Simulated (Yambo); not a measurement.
# PbS (Galena) (Fm-3m) in Yambo: a series of runs

Runs on PbS (Galena). Level: PBEsol. Tasks: optical spectrum by the Bethe-Salpeter equation.

Everything below comes from runs of Yambo 5.3.0. Logs are shortened: lines on timing, memory, paths and dates and some standing lists are left out, and cuts for length are marked.

## (1) Starting point

The structure is cubic, space group Fm-3m (No. 225). The conventional cell has a = 5.931 Å, b = 5.931 Å, c = 5.931 Å, α = 90.00°, β = 90.00°, γ = 90.00°. Pb (site symmetry m-3m) is surrounded by 6 S at 2.97 Å. S (site symmetry m-3m) has 6 Pb at 2.97 Å as nearest neighbours.

## (2) Optical spectrum by the Bethe-Salpeter equation, PBEsol

File bse8.in:

```
optics
bse
bss
rim_cut
em1s
RandQpts= 1000000
RandGvec= 50 RL
Chimod= "HARTREE"
% BndsRnXs
 1 | 50 |
%
NGsBlkXs= 3 Ry
% LongDrXs
 1 | 0 | 0 |
%
BSKmod= "SEX"
BSEmod= "retarded"
BSSmod= "d"
% BSEQptR
 1 | 1 |
%
% BSEBands
 9 | 13 |
%
BSENGexx= 30 Ry
BSENGBlk= 3 Ry
% BEnRange
 0 | 20 | eV
%
% BDmRange
 0.05 | 0.05 | eV
%
BEnSteps= 300
% BLongDir
 1 | 0 | 0 |
%
BSEprop= "abs"
WRbsWF
% KfnQP_E
 0.06 | 1.0 | 1.0 |
%
```

File scf.in:

```
&CONTROL
  calculation = 'scf'
  prefix = 'pwscf'
  outdir = './tmp'
  pseudo_dir = './pseudo'
/
&SYSTEM
  ibrav = 0
  nat = 2
  ntyp = 2
  ecutwfc = 56
  nbnd = 16
  occupations = 'smearing'
  smearing = 'fd'
  degauss = 0.00367493
  force_symmorphic = .true.
/
&ELECTRONS
  conv_thr = 4d-10
  electron_maxstep = 120
  mixing_beta = 0.5
/
ATOMIC_SPECIES
Pb   207.2000 Pb.upf
S     32.0600 S.upf
CELL_PARAMETERS angstrom
   0.0000000000    2.9657500000    2.9657500000
   2.9657500000    0.0000000000    2.9657500000
   2.9657500000    2.9657500000    0.0000000000
ATOMIC_POSITIONS crystal
Pb     0.0000000000    0.0000000000    0.0000000000
S      0.5000000000    0.5000000000    0.5000000000
K_POINTS automatic
8 8 8 0 0 0
```

File nscf.in:

```
&CONTROL
  calculation = 'nscf'
  prefix = 'pwscf'
  outdir = './tmp'
  pseudo_dir = './pseudo'
/
&SYSTEM
  ibrav = 0
  nat = 2
  ntyp = 2
  ecutwfc = 56
  nbnd = 60
  occupations = 'fixed'
  force_symmorphic = .true.
/
&ELECTRONS
  conv_thr = 1d-08
  diago_full_acc = .true.
  diago_thr_init = 1d-06
/
ATOMIC_SPECIES
Pb   207.2000 Pb.upf
S     32.0600 S.upf
CELL_PARAMETERS angstrom
   0.0000000000    2.9657500000    2.9657500000
   2.9657500000    0.0000000000    2.9657500000
   2.9657500000    2.9657500000    0.0000000000
ATOMIC_POSITIONS crystal
Pb     0.0000000000    0.0000000000    0.0000000000
S      0.5000000000    0.5000000000    0.5000000000
K_POINTS automatic
6 6 6 0 0 0
```

Potentials or basis: PseudoDojo 0.4.1 SR PBEsol standard.

Launch:

```console
$ OMP_NUM_THREADS=1 pw.x -in scf.in > scf.out
$ OMP_NUM_THREADS=1 pw.x -in nscf.in > nscf.out
$ cd tmp/pwscf.save; p2y; mv SAVE ../..; cd ../..
$ OMP_NUM_THREADS=1 yambo
$ mkdir -p bse8; ln -s $PWD/g0w00/ndb.RIM bse8/
$ OMP_NUM_THREADS=1 yambo -F bse8.in -J bse8 -C bse8_out
$ OMP_NUM_THREADS=1 ypp -J bse8 -C bse8_out -e s -b 1
```

Yambo's report:

```text
[... sections 02.01 to 02.04 as in the set-up run ...]

  [02.05] Energies & Occupations
  ==============================

  [X] === General ===
  [X] Electronic Temperature                        :  0.000000  0.000000 [eV K]
  [X] Bosonic    Temperature                        :  0.000000  0.000000 [eV K]
  [X] Finite Temperature mode                       : no
  [X] El. density                                   :  0.38335E+24 [cm-3]
  [X] Fermi Level                                   :  8.569223 [eV]

  [X] === Gaps and Widths ===
  [X] Conduction Band Min                           :  0.260918 [eV]
  [X] Valence Band Max                              :  0.000000 [eV]
  [X] Filled Bands                                  :  10
  [X] Empty Bands                                   :   11   60
  [X] Direct Gap                                    :  0.260918 [eV]
  [X] Direct Gap localized at k                     :   4
  [X] Indirect Gap                                  :  0.260918 [eV]
  [X] Indirect Gap between kpts                     :   4   4
  [X] Last valence band width                       :  3.455116 [eV]
  [X] 1st conduction band width                     :  4.901560 [eV]

 [03] Transferred momenta grid and indexing
 ==========================================

 IBZ Q-points                                      :  16
 BZ  Q-points                                      :  216

 K/Q-points units:
 rlu = crystal or reduced units; cc = cartesian coordinates; iku = interal k-units

 Q [ 1]         [rlu]:  0.000000  0.000000  0.000000
 Q [ 2]         [rlu]: -0.37512E-17 -0.37512E-17  0.16667
 Q [ 3]         [rlu]: -0.75025E-17 -0.75025E-17  0.33333
 Q [ 4]         [rlu]: -0.86205E-17 -0.86205E-17 -0.50000
 Q [ 5]         [rlu]: -0.68547E-17  0.16667      0.16667
 Q [ 6]         [rlu]:  0.86274E-17  0.16667      0.33333
 Q [ 7]         [rlu]:  0.20253E-16  0.16667      0.50000
 Q [ 8]         [rlu]: -0.86205E-17  0.16667     -0.33333
 Q [ 9]         [rlu]:  0.35258E-16  0.16667     -0.16667
 Q [10]         [rlu]: -0.13709E-16  0.33333      0.33333
 Q [11]         [rlu]: -0.53266E-16  0.33333      0.50000
 Q [12]         [rlu]:  0.70516E-16  0.33333     -0.33333
 Q [13]         [rlu]: -0.16572E-16 -0.50000     -0.50000
 Q [14]         [rlu]:  0.166667  0.333333  0.500000
 Q [15]         [rlu]:  0.166667  0.333333 -0.333333
 Q [16]         [rlu]:  0.166667 -0.500000 -0.333333

 [04] Coloumb potential Random Integration (RIM)
 ===============================================

 Summary of Coulomb integrals for non-metallic bands |Q|[au] RIM/Bare

 Q [1] 0.100000E-4 0.995988 * Q [2] 0.161818 1.066317
 Q [5] 0.186851 1.064810 * Q [9] 0.264247 1.027419
 Q [6] 0.309857 1.020453 * Q [3] 0.323635 1.018057
 Q [10] 0.373702 1.014680 * Q [8] 0.407232 1.012199
 Q [14] 0.417811 1.011664 * Q [7] 0.457689 1.009872
 Q [11] 0.485453 1.009074 * Q [4] 0.485453 1.009027
 Q [12] 0.528494 1.007860 * Q [15] 0.552712 1.007325
 Q [13] 0.560553 1.007324 * Q [16] 0.590874 1.006669

 [WARNING] [Xs] User bands 1-50 break level degeneracy

 [WARNING] [BS] User bands 9-13 break level degeneracy

 [05] External/Internal QP corrections
 =====================================

 [QP_apply] Action to be applied: USER defined scissor

  [05.01]  QP corrections report
  ==============================

  [K+QP] === General ===
  [K+QP] Electronic Temperature                     :  0.000000  0.000000 [eV K]
  [K+QP] Bosonic    Temperature                     :  0.000000  0.000000 [eV K]
  [K+QP] Finite Temperature mode                    : no
  [K+QP] El. density                                :  0.38335E+24 [cm-3]
  [K+QP] Fermi Level                                :  0.000000 [eV]

  [K+QP] === Gaps and Widths ===
  [K+QP] Conduction Band Min                        :  0.320918 [eV]
  [K+QP] Valence Band Max                           :  0.000000 [eV]
  [K+QP] Filled Bands                               :  10
  [K+QP] Empty Bands                                :   11   60
  [K+QP] Direct Gap                                 :  0.320918 [eV]
  [K+QP] Direct Gap localized at k                  :   4
  [K+QP] Indirect Gap                               :  0.320918 [eV]
  [K+QP] Indirect Gap between kpts                  :   4   4
[... 126 lines left out ...]
  X Optical Averaged directions                    : none
 [X-CG] R(p) Tot o/o(of R):    4846   86400     100
 [WR./bse8//ndb.em1s_fragment_1]-------------------------------------------------
  Current Q-pt index                               :  1
  X energy range                                   :  0.000000  0.000000 eV
  X damping range                                  :  0.001000  0.001000 eV
  Number of frequencies                            :  1
 [X-CG] R(p) Tot o/o(of R):   16377   86400     100
 [WR./bse8//ndb.em1s_fragment_2]-------------------------------------------------
  Current Q-pt index                               :  2
  X energy range                                   :  0.000000  0.000000 eV
  X damping range                                  :  0.001000  0.001000 eV
  Number of frequencies                            :  1
 [X-CG] R(p) Tot o/o(of R):   15678   86400     100
 [X-CG] R(p) Tot o/o(of R):    9247   86400     100
 [X-CG] R(p) Tot o/o(of R):   14536   86400     100
 [X-CG] R(p) Tot o/o(of R):   24081   86400     100
 [X-CG] R(p) Tot o/o(of R):   22601   86400     100
 [X-CG] R(p) Tot o/o(of R):   21489   86400     100
 [X-CG] R(p) Tot o/o(of R):   19906   86400     100
 [X-CG] R(p) Tot o/o(of R):   14136   86400     100
 [X-CG] R(p) Tot o/o(of R):   22502   86400     100
 [X-CG] R(p) Tot o/o(of R):   18952   86400     100
 [X-CG] R(p) Tot o/o(of R):    9031   86400     100
 [X-CG] R(p) Tot o/o(of R):   24045   86400     100
 [X-CG] R(p) Tot o/o(of R):   23556   86400     100
 [X-CG] R(p) Tot o/o(of R):   19450   86400     100

 [08] Bethe Salpeter Equation driver
 ===================================

  [08.01] Bethe Salpeter Equation @q1
  ===================================

   [08.01.01] Transition pre-analysis @q1
   ======================================

   [08.01.02] Transition Groups build-up @q1
   =========================================

   [BSK] Transition groups (total):  16
   [BSK] Size (resonant):  1296
   [BSK]         (total):  1296
   [BSK] N. of matrices :  1

   [08.01.03] Loading Dipoles @q1
   ==============================

   [08.01.04] Independent Particles properties @q1
   ===============================================

   [08.01.05] BSE Kernel @q1 (Resonant CORRRELATION EXCHANGE)
   ==========================================================

   [BSE] Exchange components :   965
   [BSE] Correlation components :    51   331

    [08.01.05.01] Screened interaction header I/O
    =============================================

    [08.01.05.02] Main kernel loop
    ==============================

    [WR./bse8//ndb.BS_Q1_CPU_0]-----------------------------------------------------
     Brillouin Zone Q/K grids (IBZ/BZ)                :   16  216   16  216
     RL vectors                                       :   3287 [WF]
     Coulomb cutoff potential                         : none
     Parallel CPUs
     Parallel Roles
     Fragmentation                                    : no
     BS kernel          wavefunctions                 : Perdew, Burke & Ernzerhof SOL(X)+Perdew, Burke & Ernzerhof SOL(C)
     Static diel. fun.  energies                      : Perdew, Burke & Ernzerhof SOL(X)+Perdew, Burke & Ernzerhof SOL(C)
     wavefunctions                                    : Perdew, Burke & Ernzerhof SOL(X)+Perdew, Burke & Ernzerhof SOL(C)
     [K] Identifier                                   :   7007
     [K] Dimension                                    :  1296
     [K] Bands                                        :   9  13
     [K] Exchange                                     : yes [res]
     [K] Correlation                                  : yes [res]
     [K] Kernel`s coupling                            : no
     [K] Exchange                                     : no [cpl]
     [K] Correlation                                  : no [cpl]
     [K] W interaction is bare                        : no
     [K] ALDA kernel in R-space                       : no
     [K] RL vectors                                   :   965 [exchange]
     [K] RL vectors                                   :   51 [correlation]
     [K] E/h energy range                             : -1.000000 -1.000000 [eV]
     [K] Coupling range                               :  100.0000  100.0000 [o/o]
     [W] Interaction is diagonal                      : no
     [W] Matrix size                                  :   51
     [W] Bands                                        :    1   50
     [W] e/h energy range                             : -1.000000 -1.000000 [eV]
     [W] Poles                                        :  100.0000 [o/o]
     [W] RL vectors in the sum                        :   3287
     [W] [r,Vnl] included                             : yes
     [W] Field direction                              :  0.100000E-4   0.00000      0.00000
     [W] Coulomb Cutoff                               : none
     [W] Hxc Kernel                                   : HARTREE
     [RIM] RL components                              :   51 [col]
     [RIM] Random points                              :  1000000 [col]
     [SOC] Perturbative SOC                           : no
     [K] Kernel long-range exchange                   : BAR

    [08.01.05.03] Wave-Function Phases
    ==================================

    [BSE] WF phases found       :  63.54167 [o/o]

   [08.01.06] BSE solver(s) @q1
   ============================

   [08.01.07] Diago Solver @q1
   ===========================

   [WR./bse8//ndb.BS_diago_Q1]-----------------------------------------------------
    BS kernel          energies                      : Perdew, Burke & Ernzerhof SOL(X)+Perdew, Burke & Ernzerhof SOL(C)+ user defined corrections @E
    [K] Identifier                                   :   7007
    [K] Dimension                                    :  1296
    [K] Bands                                        :   9  13
    [K] Exchange                                     : yes [res]
    [K] Correlation                                  : yes [res]
    [K] Kernel`s coupling                            : no
    [K] Exchange                                     : no [cpl]
    [K] Correlation                                  : no [cpl]
    [K] W interaction is bare                        : no
    [K] ALDA kernel in R-space                       : no
    [K] RL vectors                                   :   965 [exchange]
    [K] RL vectors                                   :   51 [correlation]
    [K] E/h energy range                             : -1.000000 -1.000000 [eV]
    [K] Coupling range                               :  100.0000  100.0000 [o/o]
    [W] Interaction is diagonal                      : no
    [W] Matrix size                                  :   51
    [W] Bands                                        :    1   50
    [W] e/h energy range                             : -1.000000 -1.000000 [eV]
    [W] Poles                                        :  100.0000 [o/o]
    [W] RL vectors in the sum                        :   3287
    [W] [r,Vnl] included                             : yes
    [W] Field direction                              :  0.100000E-4   0.00000      0.00000
    [W] Coulomb Cutoff                               : none
    [W] Hxc Kernel                                   : HARTREE
    [RIM] RL components                              :   51 [col]
    [RIM] Random points                              :  1000000 [col]
    [SOC] Perturbative SOC                           : no
    [K] Kernel long-range exchange                   : BAR
    [BSS] Eigenstates included                       : yes
    [BSS] Field direction                            :  0.100000E-4   0.00000      0.00000
    [BSS] Eigenstates computed                       :  1296
    [BSS] Number of BSE matrices                     :  1
```

Wall time 5.1 min (1 thread of Arm Neoverse V1, shared host); peak memory 0.35 GiB.

What came out:

```
Band gap on the k mesh, mean-field level : 0.26 eV, direct
Exciton binding energy                   : 0.02 eV
Lowest exciton energy                    : 0.30 eV
Lowest bright exciton energy             : 0.30 eV
```

Dielectric function (along the field direction of the input):
```
energy (eV)  real part  imaginary part
       0.27      85.15           81.62
       0.94      12.98            0.90
       1.61      28.64            2.91
       2.27      13.91            4.08
       2.94      -5.53           46.91
       3.61     -14.05            4.60
       4.35      -6.49            8.43
       5.02      -4.37            2.79
       5.69      -4.69            3.49
       6.35      -2.62            1.22
       7.02      -2.54            0.63
       7.69      -2.63            0.69
       8.43      -2.05            0.18
       9.10      -1.16            0.04
       9.77      -0.74            0.02
      10.43      -0.46            0.02
      11.10      -0.25            0.01
      11.77      -0.09            0.01
      12.51       0.05            0.01
      13.18       0.16            0.01
      13.85       0.25            0.01
      14.52       0.32            0.01
      15.18       0.38            0.00
      15.85       0.44            0.00
      16.59       0.49            0.00
      17.26       0.53            0.00
      17.93       0.57            0.00
      18.60       0.60            0.00
      19.26       0.63            0.00
      20.00       0.66            0.00
```

Lowest exciton energies (eV): 0.30, 0.30, 0.30, 0.30, 1.87, 1.87, 1.87, 1.87

Excitons:
```tsv
energy (eV)	strength (relative to the strongest)
0.300	1.5e-11
0.303	5.5e-05
0.303	2.9e-05
0.303	1
1.869	3.8e-07
1.869	0.0049
1.869	9.5e-07
1.872	3.3e-06
1.872	0.37
1.872	0.0098
1.875	3e-07
1.875	4.9e-08
```

Caveat: the scissor is the correction of the direct gap in an earlier G0W0 run on the same states; exciton energies and binding change strongly with the k mesh and aren't converged on this one; spectra need much finer meshes, so this one isn't converged; spin-orbit coupling is left out, which as a rule narrows the gap of such compounds by several tenths of an eV. A k mesh can miss the band edges.

(Continued in part 2 of 2.)
